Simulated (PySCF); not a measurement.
Isomers of C6H6O: computed energies against enthalpies of formation

**Measured values to compare with.**

From CRC Handbook of Chemistry and Physics, for the gas at 298.15 K: enthalpy of formation of `Oc1ccccc1` -96.4 kJ/mol; enthalpy of formation of `C=Cc1ccco1` (vinylfuran) 27.8 kJ/mol.

The runs below try to reproduce these values; the comparison stands at the end.

Differences of these values give the isomerisation enthalpies. Geometries: GFN2-xTB; runs in PySCF, gas phase, with a dispersion term only where the level names one. Total electronic energies (Eh):

```tsv
SMILES	PBE0/pcSseg-1
Oc1ccccc1	-307.07737
C=Cc1ccco1	-307.03379
```

Zero-point and thermal terms are left out, so the computed numbers are electronic energies.

**Comparison with experiment**

Relative to `Oc1ccccc1`, the lowest by measurement, in kJ/mol (measured: enthalpies at 298.15 K; computed: electronic energies):

| SMILES | measured | PBE0/pcSseg-1 |
| --- | --- | --- |
| Oc1ccccc1 | 0.0 | 0.0 |
| C=Cc1ccco1 | 124.2 | 114.4 |

Measured values: -96.4 kJ/mol (298.15 K; CRC Handbook of Chemistry and Physics) for the first row; the others come from the same table. Unsigned miss: PBE0/pcSseg-1 9.8 kJ/mol. One conformer stands for `C=Cc1ccco1`, not necessarily the lowest, while the measurement averages over conformers. Where a level misses, the cause wasn't examined.

Shape of the structure used: `[OH:1][c:2]1[cH:3][cH:4][cH:5][cH:6][cH:7]1`: H–O1–C2–C3 180°.
